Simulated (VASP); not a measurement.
# SiC (F-43m) in VASP: band structure with PBE0

Aim: the band structure of SiC with PBE0.

Program: VASP 6.6.1. These are calculated values, not measurements. Logs are shortened: lines on timing, memory, paths and dates and some standing lists are left out, and cuts for length are marked.

**Experimental background.**

“Insight into the structural, elastic and electronic properties of a new orthorhombic 6O-SiC polytype”, 2020, pmc:7200658 quotes, for a bulk crystal of SiC: band gap 2.4 eV (indirect).

The results are compared with them further down.

## (1) Starting point

The structure is cubic, space group F-43m (No. 216). The conventional cell has a = 4.379 Å, b = 4.379 Å, c = 4.379 Å, α = 90.00°, β = 90.00°, γ = 90.00°. Si (site symmetry -43m) is surrounded by 4 C at 1.90 Å. C (site symmetry -43m) has 4 Si at 1.90 Å as nearest neighbours.

## (2) Band structure, PBE0

Contents of POSCAR:

```
SiC                                     
1.0
    0.0000000000      2.1897029319      2.1897029319
    2.1897029319      0.0000000000      2.1897029319
    2.1897029319      2.1897029319      0.0000000000
  Si              C             
     1     1
Direct
     0.0000000000000000    0.0000000000000000    0.0000000000000000
     0.2500000000000000    0.2500000000000000    0.2500000000000000
```

Contents of INCAR.step1:

```
PREC = Accurate
ENCUT = 520
EDIFF = 1E-5
ISMEAR = 0
SIGMA = 0.02
LREAL = False
LASPH = True
NELM = 100
ALGO = Normal
ISIF = 2
LWAVE = True
LCHARG = False
NBANDS = 11
KPAR = 4
GGA = PE
```

Contents of INCAR.step2:

```
PREC = Accurate
ENCUT = 520
EDIFF = 1E-7
ISMEAR = 0
SIGMA = 0.02
LREAL = False
LASPH = True
NELM = 100
ALGO = Normal
ISIF = 2
LWAVE = False
LCHARG = False
GGA = PE
LHFCALC = True
AEXX = 0.25
PRECFOCK = Fast
HFRCUT = -1
NBANDS = 11
KPAR = 4
ISTART = 1
```

Contents of KPOINTS:

```
regular mesh
0
Gamma
  8 8 8
```

Contents of KPOINTS_OPT:

```
path GXWKGLUWLK,UX
8
line-mode
reciprocal
 0.0000000000  0.0000000000  0.0000000000  G
 0.5000000000  0.0000000000  0.5000000000  X

 0.5000000000  0.0000000000  0.5000000000  X
 0.5000000000  0.2500000000  0.7500000000  W

 0.5000000000  0.2500000000  0.7500000000  W
 0.3750000000  0.3750000000  0.7500000000  K

 0.3750000000  0.3750000000  0.7500000000  K
 0.0000000000  0.0000000000  0.0000000000  G

 0.0000000000  0.0000000000  0.0000000000  G
 0.5000000000  0.5000000000  0.5000000000  L

 0.5000000000  0.5000000000  0.5000000000  L
 0.6250000000  0.2500000000  0.6250000000  U

 0.6250000000  0.2500000000  0.6250000000  U
 0.5000000000  0.2500000000  0.7500000000  W

 0.5000000000  0.2500000000  0.7500000000  W
 0.5000000000  0.5000000000  0.5000000000  L

 0.5000000000  0.5000000000  0.5000000000  L
 0.3750000000  0.3750000000  0.7500000000  K

 0.6250000000  0.2500000000  0.6250000000  U
 0.5000000000  0.0000000000  0.5000000000  X
```

Potentials or basis: VASP PAW PBE potentials, release 64 (Si, C).

Started as:

```bash
> cat potpaw_PBE.64/Si/POTCAR potpaw_PBE.64/C/POTCAR > POTCAR
> cp INCAR.step1 INCAR
> mpirun -np 4 vasp_std > vasp.out
> cp INCAR.step2 INCAR
> mpirun -np 4 vasp_std > vasp.out
```

OUTCAR:

```text
PREC = Accurate
   ENCUT = 520
   EDIFF = 1E-7
   ISMEAR = 0
   LREAL = False
   LASPH = True
   NELM = 100
   ISIF = 2
   GGA = PE
   LHFCALC = True
   AEXX = 0.25
   PRECFOCK = Fast
   ISTART = 1

 ion  position               nearest neighbor table
   1  0.000  0.000  0.000-   2 1.90   2 1.90   2 1.90   2 1.90
   2  0.250  0.250  0.250-   1 1.90   1 1.90   1 1.90   1 1.90

  LATTYP: Found a face centered cubic cell.
 ALAT       =     4.3794058638

  Lattice vectors:

 A1 = (   0.0000000000,   2.1897029319,   2.1897029319)
 A2 = (   2.1897029319,   0.0000000000,   2.1897029319)
 A3 = (   2.1897029319,   2.1897029319,   0.0000000000)

Analysis of symmetry for initial positions (statically):
=====================================================================
 Subroutine PRICEL returns:
 Original cell was already a primitive cell.

 Routine SETGRP: Setting up the symmetry group for a
 face centered cubic supercell.

 Subroutine GETGRP returns: Found 24 space group operations
 (whereof 24 operations were pure point group operations)
 out of a pool of 48 trial point group operations.

The static configuration has the point symmetry T_d .

Analysis of symmetry for dynamics (positions and initial velocities):
=====================================================================
 Subroutine PRICEL returns:
 Original cell was already a primitive cell.

 Routine SETGRP: Setting up the symmetry group for a
 face centered cubic supercell.

 Subroutine GETGRP returns: Found 24 space group operations
 (whereof 24 operations were pure point group operations)
 out of a pool of 48 trial point group operations.

The dynamic configuration has the point symmetry T_d .

 Subroutine INISYM returns: Found 24 space group operations
 (whereof 24 operations are pure point group operations),
 and found     1 'primitive' translations

----------------------------------------------------------------------------------------

                                     Primitive cell

  volume of cell :      20.9984

  direct lattice vectors                    reciprocal lattice vectors
     0.000000000  2.189702932  2.189702932    -0.228341476  0.228341476  0.228341476
     2.189702932  0.000000000  2.189702932     0.228341476 -0.228341476  0.228341476
     2.189702932  2.189702932  0.000000000     0.228341476  0.228341476 -0.228341476

  length of vectors
     3.096707584  3.096707584  3.096707584     0.395499038  0.395499038  0.395499038

  position of ions in fractional coordinates (direct lattice)
     0.000000000  0.000000000  0.000000000
     0.250000000  0.250000000  0.250000000

  ion indices of the primitive-cell ions
   primitive index   ion index
                 1           1
                 2           2

----------------------------------------------------------------------------------------

 KPOINTS: regular mesh

Automatic generation of k-mesh.
 Grid dimensions read from file:
 generate k-points for:    8    8    8

 Generating k-lattice:

  Cartesian coordinates                     Fractional coordinates (reciprocal lattice)
    -0.028542685  0.028542685  0.028542685     0.125000000  0.000000000  0.000000000
     0.028542685 -0.028542685  0.028542685     0.000000000  0.125000000  0.000000000
     0.028542685  0.028542685 -0.028542685     0.000000000  0.000000000  0.125000000

  Length of vectors
     0.049437380  0.049437380  0.049437380

  Shift w.r.t. Gamma in fractional coordinates (k-lattice)
     0.000000000  0.000000000  0.000000000

 Subroutine IBZKPT returns following result:
 ===========================================

 Found     29 irreducible k-points:

 Following reciprocal coordinates:
            Coordinates               Weight
  0.000000  0.000000  0.000000      1.000000
  0.125000  0.000000  0.000000      8.000000
  0.250000  0.000000  0.000000      8.000000
  0.375000  0.000000  0.000000      8.000000
  0.500000  0.000000  0.000000      4.000000
  0.125000  0.125000  0.000000      6.000000
[... 16 lines left out ...]
  0.500000  0.250000  0.125000     48.000000
 -0.375000  0.250000  0.125000     24.000000
 [... further k-points ...]
   k-points           NKPTS =     29   k-points in BZ     NKDIM =    512   number of bands    NBANDS=     11
   number of dos      NEDOS =    301   number of ions     NIONS =      2
   total plane-waves  NPLWV =  13824
   dimension x,y,z NGX =    24 NGY =   24 NGZ =   24
   dimension x,y,z NGXF=    48 NGYF=   48 NGZF=   48
   ions per type =               1   1
   NGX,Y,Z   is equivalent  to a cutoff of  12.88, 12.88, 12.88 a.u.
   NGXF,Y,Z  is equivalent  to a cutoff of  25.77, 25.77, 25.77 a.u.
 SYSTEM =  unknown system
   PREC   = accura    normal or accurate (medium, high low for compatibility)
   ISTART =      1    job   : 0-new  1-cont  2-samecut
   ICHARG =      0    charge: 1-file 2-atom 10-const
   ISPIN  =      1    spin polarized calculation?
   LNONCOLLINEAR =      F non collinear calculations
   LSORBIT =      F    spin-orbit coupling
   LASPH  =      T    aspherical Exc in radial PAW
   ENCUT  =  520.0 eV  38.22 Ry    6.18 a.u.   5.76  5.76  5.76*2*pi/ulx,y,z
   NELM   =    100;   NELMIN=  2; NELMDL=  0     # of ELM steps
   EDIFF  = 0.1E-06   stopping-criterion for ELM
   LREAL  =      F    real-space projection
   EDIFFG = 0.1E-05   stopping-criterion for IOM
   NSW    =      0    number of steps for IOM
   IBRION =     -1    ionic relax: 0-MD 1-quasi-New 2-CG
   NFREE  =      0    steps in history (QN), initial steepest desc. (CG)
   ISIF   =      2    stress and relaxation
   ISYM   =      3    0-nonsym 1-usesym 2-fastsym
   POTIM  = 0.5000    time-step for ionic-motion
   TEBEG  =    0.0;   TEEND  =   0.0 temperature during run
   PSTRESS=    0.0 pullay stress
   NELECT =       8.0000    total number of electrons
   NUPDOWN=      -1.0000    fix difference up-down
   EMIN   =  10.00;   EMAX   =-10.00  energy-range for DOS
   EFERMI =   0.00;   METHOD = LEGACY
   ISMEAR =     0;   SIGMA  =   0.02  broadening in eV -4-tet -1-fermi 0-gaus
   EFERMI_NEDOS =   21; number of points for ismear=-14 and -15
   IALGO  =     38    algorithm
   IMIX   =      1    mixing-type and parameters
     AMIX     =   0.40;   BMIX     =  1.00
     AMIX_MAG =   1.60;   BMIX_MAG =  1.00
  volume/ion in A,a.u.               =      10.50        70.85
  Fermi-wavevector in a.u.,A,eV,Ry     =   1.186797  2.242720 19.163618  1.408486
  Thomas-Fermi vector in A             =   2.322962
   LORBIT       =      0    0 simple, 1 ext, 2 COOP (PROOUT), +10 PAW based schemes
   GGA     = PE    functional components
   LHFCALC =     T    Hartree Fock is set to
   PRECFOCK=fast      Normal, Fast or Accurate (Low or Medium for compatibility)
   ENCUT4O =  -1.0   cutoff for four orbital integrals eV
   NKREDX  =     1    reduce k-point grid by
   NKREDY  =     1    reduce k-point grid by
   NKREDZ  =     1    reduce k-point grid by
   AEXX    =    0.2500 exact exchange contribution
   HFSCREEN=    0.0000 screening length (either q_TF or 0.3 A-1)
   HFSCREENC=   0.0000 screening length for correlation (either q_TF or 0.3 A-1)
   ENCUTFOCK=  -1.0 apply spherical cutoff to Coloumb kernel
   IVDW    =     0    specifies the selected vdW correction
   LEPSILON=     F    determine dielectric tensor
   LRPA    =     F    only Hartree local field effects (RPA)
 non-spin polarized calculation
 Gauss-broadening in eV      SIGMA  =   0.02
  energy-cutoff  :      520.00
  volume of cell :       21.00
 maximum number of plane-waves:       588
  NGX = 14; NGY = 14; NGZ = 14

 number of electron       8.0000001 magnetization

 Free energy of the ion-electron system (eV)
  ---------------------------------------------------
  ext. energy  EPLUGINS =         0.00000000
  ---------------------------------------------------
  free energy    TOTEN  =       -18.46451777 eV

  energy without entropy =      -18.46451777  energy(sigma->0) =      -18.46451777

 E-fermi :   7.0453     XC(G=0):  -8.9014

 val. band max:        6.9585930230   @ k =   0.0000   0.0000   0.0000
 cond. band min:       9.9212678103   @ k =   0.5000   0.5000   0.0000
 fundamental gap:      2.9626747873
 Fermi energy:         7.0453493428

 k-point     1 :       0.0000    0.0000    0.0000
  band No.  band energies     occupation
      1      -9.9656      2.00000
      2       6.9586      2.00000
      3       6.9586      2.00000
      4       6.9586      2.00000
      5      15.0502      0.00000
      6      16.1784      0.00000
      7      16.1784      0.00000
      8      16.1784      0.00000
      9      23.7189      0.00000
     10      23.7189      0.00000
     11      25.4519      0.00000

 k-point     2 :       0.1250    0.0000    0.0000
  band No.  band energies     occupation
      1      -9.6397      2.00000
      2       5.3380      2.00000
      3       6.7391      2.00000
      4       6.7391      2.00000
      5      15.2934      0.00000
      6      16.5657      0.00000
      7      16.5657      0.00000
      8      16.7735      0.00000
      9      22.4177      0.00000
     10      22.4177      0.00000
     11      25.1242      0.00000

 k-point     3 :       0.2500    0.0000    0.0000
  band No.  band energies     occupation
      1      -8.6819      2.00000
      2       2.2401      2.00000
      3       6.2924      2.00000
      4       6.2924      2.00000
      5      14.7745      0.00000
      6      16.8487      0.00000
      7      16.8487      0.00000
      8      18.4657      0.00000
      9      22.2517      0.00000
     10      22.2517      0.00000
     11      24.1750      0.00000
[... 267 lines left out ...]
 k-point    23 :       0.5000    0.2500    0.1250
  band No.  band energies     occupation
      1      -6.4621      2.00000
      2      -0.1983      2.00000
      3       3.0342      2.00000
      4       4.8740      2.00000
      5      14.1128      0.00000
      6      16.4881      0.00000
      7      18.2465      0.00000
      8      19.5853      0.00000
      9      22.6800      0.00000
     10      25.8255      0.00000
     11      28.5712      0.00000

 k-point    24 :      -0.3750    0.2500    0.1250
  band No.  band energies     occupation
      1      -5.4742      2.00000
      2      -1.5982      2.00000
      3       2.9036      2.00000
      4       4.5138      2.00000
      5      14.0517      0.00000
      6      16.1502      0.00000
      7      19.2872      0.00000
      8      20.2088      0.00000
      9      22.6462      0.00000
     10      25.5559      0.00000
     11      28.5504      0.00000

 [... further k-points ...]
[... 5 lines left out ...]
  --------------------------------------------------------------------------------------
  -------------------------------------------------------------------------------------
  Total       -0.6801039     -0.6801039     -0.6801039      0.0000000     -0.0000000      0.0000000
  in kB      -51.8919839    -51.8919839    -51.8919839      0.0000000     -0.0000000      0.0000000
  external PRESSURE =     -51.8919839 kB  Pullay stress =       0.0000000 kB

 VOLUME and BASIS-vectors are now :
 -----------------------------------------------------------------------------
  energy-cutoff  :      520.00
  volume of cell :       21.00
      direct lattice vectors                 reciprocal lattice vectors
     0.000000000  2.189702932  2.189702932    -0.228341476  0.228341476  0.228341476
     2.189702932  0.000000000  2.189702932     0.228341476 -0.228341476  0.228341476
     2.189702932  2.189702932  0.000000000     0.228341476  0.228341476 -0.228341476

 POSITION                                       TOTAL-FORCE (eV/Angst)
 -----------------------------------------------------------------------------------
      0.00000      0.00000      0.00000        -0.000000     -0.000000     -0.000000
      1.09485      1.09485      1.09485         0.000000      0.000000      0.000000
 -----------------------------------------------------------------------------------
    total drift:                                0.000001     -0.000000      0.000000

  FREE ENERGIE OF THE ION-ELECTRON SYSTEM (eV)
  ---------------------------------------------------
  free  energy   TOTEN  =       -18.4645177660 eV

  energy  without entropy=      -18.4645177660  energy(sigma->0) =      -18.46451777
```

Run time: 6.8 min. Hardware: 4 MPI ranks of Intel Xeon Platinum 8259CL at 2.50GHz (Skylake/Cascade Lake), shared host; peak memory 0.2 GiB.

What came out:

| Quantity | Value |
| --- | --- |
| Free energy | -18.4645 eV |
| Pressure | -5.2 GPa |
| Band gap on the k mesh | 2.96 eV, indirect (least direct gap 6.45 eV) |
| Band gap along the path | 2.96 eV, indirect (least direct gap 6.45 eV) |

Levels at the corners of the path, in eV from the valence-band top:
```
point  band 2  band 3  band 4  band 5  band 6  band 7
    Γ    0.00    0.00    0.00    8.09    9.22    9.22
    X   -8.55   -3.48   -3.48    2.96    6.05   16.53
    X   -8.55   -3.48   -3.48    2.96    6.05   16.53
    W   -7.72   -5.42   -5.04    7.07   11.56   11.64
    W   -7.72   -5.42   -5.04    7.07   11.56   11.64
    K   -7.98   -6.00   -2.84    4.81    9.75   14.16
    K   -7.98   -6.00   -2.84    4.81    9.75   14.16
    Γ    0.00    0.00    0.00    8.09    9.22    9.22
    Γ    0.00    0.00    0.00    8.09    9.22    9.22
    L   -9.33   -1.16   -1.16    7.23    9.16    9.16
    L   -9.33   -1.16   -1.16    7.23    9.16    9.16
    U   -7.98   -6.00   -2.84    4.81    9.75   14.16
    U   -7.98   -6.00   -2.84    4.81    9.75   14.16
    W   -7.72   -5.42   -5.04    7.07   11.56   11.64
    W   -7.72   -5.42   -5.04    7.07   11.56   11.64
    L   -9.33   -1.16   -1.16    7.23    9.16    9.16
    L   -9.33   -1.16   -1.16    7.23    9.16    9.16
    K   -7.98   -6.00   -2.84    4.81    9.75   14.16
    U   -7.98   -6.00   -2.84    4.81    9.75   14.16
    X   -8.55   -3.48   -3.48    2.96    6.05   16.53
```

Caveat: the PAW data sets were made with another functional, which shifts forces and pressure a little.

## (3) Comparison with measurements

Step 2. Measured gap of SiC: 2.4 eV (indirect; quoted in “Insight into the structural, elastic and electronic properties of a new orthorhombic 6O-SiC polytype”, 2020, pmc:7200658). This calculation gives 2.96 eV (+0.56 eV). The value is that of PBE0, without temperature or zero-point motion.
